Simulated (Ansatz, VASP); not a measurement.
## One calculation of Cd8H, two programs

```xyz
9
Lattice="0.0000 4.5445 4.5445 4.5445 0.0000 4.5445 4.5445 4.5445 0.0000" Properties=species:S:1:pos:R:3 pbc="T T T"
Cd    0.0000    0.0000    0.0000
Cd    2.2722    2.2722   -0.0327
Cd    2.2722   -0.0327    2.2722
Cd    4.5772    2.2722    2.2722
Cd   -0.0327    2.2722    2.2722
Cd    2.2722    4.5772    2.2722
Cd    2.2722    2.2722    4.5772
Cd    4.5445    4.5445    4.5445
H     2.2722    2.2722    2.2722
```

Alike in both runs: functional PBE; k mesh 4 × 4 × 4; occupations gaussian, width 0.1 eV; no spin polarisation.

Ansatz relaxed the structure, and its values are those at the end. VASP's run is a single point on that final structure, the one shown.

```csv
,VASP,Ansatz
version,VASP 6.6.1,Ansatz 0.2.0
potentials or method,"VASP PAW PBE potentials, release 64 (Cd, H)","scalar-relativistic, plane waves, PAW"
plane-wave cutoff (eV),520,420
valence electrons in the cell,97,161
```

Ansatz gave:

```
gap on the k mesh at the Fermi level (eV) : none
pressure (GPa)                            : 0.1
```

Question: What did VASP give for the same quantities?

Answer: gap on the k mesh at the Fermi level (eV): none; pressure (GPa): 0.3.

A gap of «none» marks a metal or a gap that the smearing closes. The two sets of potentials don't hold the same shells in valence.
